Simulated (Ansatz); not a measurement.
Input for Ansatz (plane-wave DFT, PAW):

```yaml
crystal:
  lattice:
    - [1.6028500343, 0.9254058988, 3.4870273903]
    - [-1.6028500343, 0.9254058988, 3.4870273903]
    - [0.0, -1.8508117976, 3.4870273903]
  atoms:
    - { symbol: Mg, position: [0.0, 0.0, 0.0] }
    - { symbol: O, position: [0.4288490066, 0.4288490066, 0.4288490066] }
    - { symbol: O, position: [0.5711509934, 0.5711509934, 0.5711509934] }
basis:
  ecutwfc: 500
kpoints:
  mp_grid: { grid: [12, 12, 12] }
  band_path: { path: [VBM, CBM], npoints: 2 }
hamiltonian:
  xc: r2scan
scf:
  occupations: { method: gaussian, width: 0.02 }
output:
  forces: false
  stress: false
  eigenvalues: true
checkpoint:
  read: start.run
  write: ck
  compress: false
  write_wavefunctions: false
  write_every: 100000
```

Command:
```bash
ansatz run input.yaml --threads 1 --pin off --max-ram 2560MiB --backend cpu --events-out ev --progress --plain --runs-dir out
```

Method: Ansatz 0.2.0, DFT r2SCAN, scalar-relativistic, plane waves, PAW.

From the run's log, abridged (final results; tables in files aren't shown):

```
SCF 1 converged in 2 iterations: F = -3063.708774 eV  dr2 = 7.90e-10
SCF converged after 2 iterations
Free energy (F): -3063.708774 eV
Harris-Foulkes:  -3063.708774 eV  (|F-HF|=8.39e-10)
Internal energy: -3063.708774 eV  (E = F + TS)
E sigma→0 (E₀):  -3063.708774 eV
Fermi energy:    7.507025 eV
--- Per-component energies (eV) ---
  E_band       = -378.771102
  E_kinetic    = 427.636234
  E_local      = -2144.137769  (includes V_loc(G=0)·N_el)
  E_nonlocal   = 190.897880
  E_hartree    = 748.766770
  E_xc         = -173.941631
  E_vxc        = -251.394560  (∫ρ·V_xc dr)
  E_paw        = -615.378161  (= ΣΔE_a)
  E_vpaw       = -115.895356  (= ΣTr[D̂ρ^β])
  E_aug_tail   = 0.002042  (compensation charges beyond the density's cutoff)
  E_vtau       = 16.586802  (kinetic-family band-sum trace: ∫τ·v_τ [+ j·A + Jᵃ·Aᵃ] dr)
  E_ewald      = -1497.464049
  E_core_change = -0.090090  (= ΣΔE_core)
  E_smearing   =  0.000000  (= −TS)
--- Band table (eV; the first three rows and the last of 189) ---
  k-point 0: bands = ["-70.1329", "-35.2574", "-35.2259", "-35.2259", "-16.3067", "-9.4273", "-1.5789", "2.5485", "2.5485", "5.1785", "5.1785", "11.3176", "11.6751", "19.2018", "21.2152"]
  k-point 1: bands = ["-70.1328", "-35.2571", "-35.2282", "-35.2264", "-16.2744", "-9.4474", "-1.5295", "2.3555", "2.5246", "5.1326", "5.1479", "11.4410", "11.8180", "19.2345", "21.0532"]
  k-point 2: bands = ["-70.1324", "-35.2562", "-35.2344", "-35.2277", "-16.1848", "-9.5023", "-1.3929", "1.8602", "2.4605", "5.0268", "5.0650", "11.4762", "12.4640", "19.3034", "19.8374"]
  k-point 188: bands = ["-70.1328", "-35.2614", "-35.2260", "-35.2260", "-15.7892", "-11.0169", "1.1406", "2.0122", "2.0122", "6.0077", "6.0077", "9.0062", "11.7204", "16.5110", "21.2582"]
```

The calculation finished and met its thresholds.

Time: 5.4 s on 1 thread of Intel(R) Xeon(R) 6975P-C (Granite Rapids), on a shared host, peak memory 0.49 GiB.

The run starts from the saved density of an earlier one, so iterations and time are fewer than from atoms.